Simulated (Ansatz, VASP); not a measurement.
# Two plane-wave programs on BeTe

POSCAR

```
BeTe
1.0
    3.8635963374      0.0000000000      0.0000000000
   -1.9317981687      3.3459725782      0.0000000000
    0.0000000000      0.0000000000      6.0034039923
Be Te
2 2
Direct
    0.0000000000      0.0000000000      0.0000000000
    0.0000000000      0.0000000000      0.5000000000
    0.3333333333      0.6666666667      0.2500000000
    0.6666666667      0.3333333333      0.7500000000
```

Contents of INCAR.step1:

```
SYSTEM = BeTe
  ALGO = Normal
  EDIFF = 1E-5
  ENCUT = 520
  GGA = PE
  ISIF = 2
  ISMEAR = -1
  LASPH = .True.
  LREAL = .False.
  LWAVE = .True.
  NBANDS = 16
  NELM = 100
  PREC = Accurate
  SIGMA = 0.02
```

The input INCAR.step2:

```
SYSTEM = BeTe
  ALGO = Normal
  EDIFF = 1E-6
  ENCUT = 520
  GGA = PE
  HFSCREEN = 0.2079
  ISIF = 2
  ISMEAR = -1
  ISTART = 1
  LASPH = .True.
  LCHARG = .True.
  LELF = .True.
  LHFCALC = .True.
  LREAL = .False.
  LVHAR = .True.
  LWAVE = .False.
  NBANDS = 16
  NELM = 100
  PREC = Accurate
  PRECFOCK = Normal
  SIGMA = 0.02
```

The input KPOINTS:

```
k-points
0
Gamma
  6 6 2
  0 0 0
```

Input for Ansatz:

```yaml
crystal:
  lattice:
    - [3.8635963374, 0.0, 0.0]
    - [-1.9317981687, 3.3459725782, 0.0]
    - [0.0, 0.0, 6.0034039923]
  atoms:
    - { symbol: Be, position: [0.0, 0.0, 0.0] }
    - { symbol: Be, position: [0.0, 0.0, 0.5] }
    - { symbol: Te, position: [0.3333333333, 0.6666666667, 0.25] }
    - { symbol: Te, position: [0.6666666667, 0.3333333333, 0.75] }
kpoints:
  mp_grid: { grid: [6, 6, 2] }
hamiltonian:
  xc: hse06
scf:
  occupations: { method: fermi_dirac, width: 0.02 }
  n_extra_bands: 5
output:
  forces: true
  stress: true
  eigenvalues: true
```

The cell was built by a generator and needn't be a form met in nature.

Alike in both runs: task single point; functional HSE06; k mesh 6 × 6 × 2; occupations fermi-dirac, width 0.02 eV; no spin polarisation.

|  | VASP | Ansatz |
| --- | --- | --- |
| version | VASP 6.6.1 | Ansatz 0.2.0 |
| potentials or method | VASP PAW PBE potentials, release 64 (Be, Te) | plane waves, PAW |
| plane-wave cutoff (eV) | 520 | 420 |
| valence electrons in the cell | 16 | 36 |

Ansatz gave:

- pressure (GPa): -1.1
- largest component of the traceless stress (GPa): 0.19

Estimate VASP's values.

pressure (GPa): -1.3; largest component of the traceless stress (GPa): 0.10.

The two sets of potentials don't hold the same shells in valence. Ansatz warned: «filled_band_counts_differ_across_k_points».

Caveats: the k mesh is coarse (spacing up to 0.52 Å⁻¹), so the values aren't converged, least of all with exact exchange; the PAW data sets were made with another functional, which shifts forces and pressure a little (VASP). Spin-orbit coupling is left out, which matters for the levels of Te.
